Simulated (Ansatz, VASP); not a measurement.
# Two plane-wave programs on Sn

```
Sn
1.0
     5.30615    0.00000    0.00000
    -2.65308    4.59526    0.00000
     0.00000    0.00000    3.25952
Sn
3
Direct
  0.00000 0.00000 0.00000
  0.33333 0.66667 0.50000
  0.66667 0.33333 0.50000
```

Alike in both runs: functional PBE; k mesh 7 × 7 × 9; occupations fermi-dirac, width 0.1 eV; no spin polarisation.

Ansatz relaxed the structure, and its values are those at the end. VASP's run is a single point on that final structure, the one shown.

|  | VASP | Ansatz |
| --- | --- | --- |
| version | VASP 6.6.1 | Ansatz 0.2.0 |
| potentials or method | VASP PAW PBE potentials, release 64 (Sn_d) | PAW with Ansatz's default frozen-core files, scalar-relativistic |
| plane-wave cutoff (eV) | 520 | 420 |
| valence electrons in the cell | 42 | 42 |

```csv
,VASP,Ansatz,Ansatz less VASP
pressure (GPa),2.7,2.7,+0.06
```
